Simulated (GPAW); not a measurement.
The system is V.

```
CELL_PARAMETERS angstrom
-1.51435 1.51435 1.51435
1.51435 -1.51435 1.51435
1.51435 1.51435 -1.51435
ATOMIC_POSITIONS crystal
V 0.00000 0.00000 0.00000
```

| Property | Result |
| --- | --- |
| Program | GPAW 26.7.0 |
| Task | relaxation of cell and atoms |
| Functional | RPBE |
| Dispersion | D4 |
| Potentials or basis | the program's PAW data sets (release 1.2.1) made for this functional |
| Cutoff | 600 eV |
| Basis | pw |
| k mesh | 12 × 12 × 12 |
| Occupations | fermi-dirac, width 0.05 eV |
| Spin | collinear spin, ferromagnetic start |
| Starting moments | [2.0] μB |

At the start: pressure -6.3 GPa; volume 13.89 Å³/atom.

Where does the relaxation end?

Over 3 steps the energy falls by 10.2 meV/atom and the volume is 13.38 Å³/atom (-3.7 %); space group Im-3m (No. 229, to 0.05 Å); moment 0.00 μB per cell.

Step by step:
```tsv
step	energy change (eV)	largest force (eV/Å)	pressure (GPa)	volume (Å³)
1	0.0000	0.0000	-6.28	13.89
2	-0.0088	0.0000	-2.41	13.57
3	-0.0102	0.0000	0.08	13.38
```

Final structure:
```cif
data_structure
_symmetry_space_group_name_H-M 'P 1'
_symmetry_Int_Tables_number 1
_cell_length_a 2.5905
_cell_length_b 2.5905
_cell_length_c 2.5905
_cell_angle_alpha 109.471
_cell_angle_beta 109.471
_cell_angle_gamma 109.471
_cell_volume 13.38
loop_
_atom_site_label
_atom_site_type_symbol
_atom_site_fract_x
_atom_site_fract_y
_atom_site_fract_z
_atom_site_occupancy
V1 V 0.00000 0.00000 0.00000 1
```

Caveat: each step starts from the last one's moments, so a moment once lost doesn't come back; later steps reuse the first step's grids; pairwise dispersion overbinds metals, which lowers pressure and volume.
